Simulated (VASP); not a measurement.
**BaS: relaxation of cell and atoms with revPBE**

The system is BaS.

```
CELL_PARAMETERS angstrom
0.00000 3.19375 3.19375
3.19375 0.00000 3.19375
3.19375 3.19375 0.00000
ATOMIC_POSITIONS crystal
Ba 0.00000 0.00000 0.00000
S 0.50000 0.50000 0.50000
```

```json
{
 "Program": "VASP 6.6.1",
 "Task": "relaxation of cell and atoms",
 "Functional": "revPBE",
 "Potentials or basis": "VASP PAW PBE potentials, release 64 (Ba_sv, S)",
 "Cutoff": "600 eV",
 "k mesh": "7 × 7 × 7",
 "Occupations": "fermi-dirac, width 0.05 eV",
 "Spin": "no spin polarisation",
 "Further INCAR settings": "ALGO = Normal; EDIFF = 1e-07; IBRION = 2; EDIFFG = -0.005; NSW = 40; ISIF = 3"
}
```

The relaxed volume is 34.59 Å³/atom and the relaxed cell is a = 4.608 Å, b = 4.608 Å, c = 4.608 Å, α = 60.00°, β = 60.00°, γ = 60.00°. The space group after relaxing (to 0.05 Å) is Fm-3m (No. 225). The energy gained by relaxing is 15.6 meV/atom, the ionic steps are 3 and the pressure after relaxing is 0.0 GPa. The band gap on the k mesh is 2.36 eV, indirect (least direct gap 2.53 eV).

The path:
| step | energy change (eV) | largest force (eV/Å) | pressure (GPa) | volume (Å³) |
| --- | --- | --- | --- | --- |
| 1 | 0.0000 | 0.0000 | 2.61 | 65.15 |
| 2 | -0.0292 | 0.0000 | -0.57 | 70.29 |
| 3 | -0.0312 | 0.0000 | 0.01 | 69.19 |

Final structure:
```xyz
2
Lattice="0.0000 3.2583 3.2583 3.2583 0.0000 3.2583 3.2583 3.2583 0.0000" Properties=species:S:1:pos:R:3 pbc="T T T"
Ba    0.0000    0.0000    0.0000
S     3.2583    3.2583    3.2583
```

Levels at points of the mesh, in eV from the valence-band top:
```tsv
k point	band 6	band 7	band 8	band 9	band 10	band 11
(0.00, 0.00, 0.00)	0.00	0.00	0.00	3.49	3.93	3.93
```

Run time: 33 s on 1 thread of Intel(R) Xeon(R) Platinum 8488C (Sapphire Rapids), with other jobs on the host, peak memory 0.22 GiB.

Caveat: the PAW data sets were made with another functional, which shifts forces and pressure a little; spin-orbit coupling is left out, which moves the levels of the heavy elements; an odd mesh through Γ misses points on the zone boundary, where band edges often lie. Zero-point motion and thermal expansion aren't in these numbers.
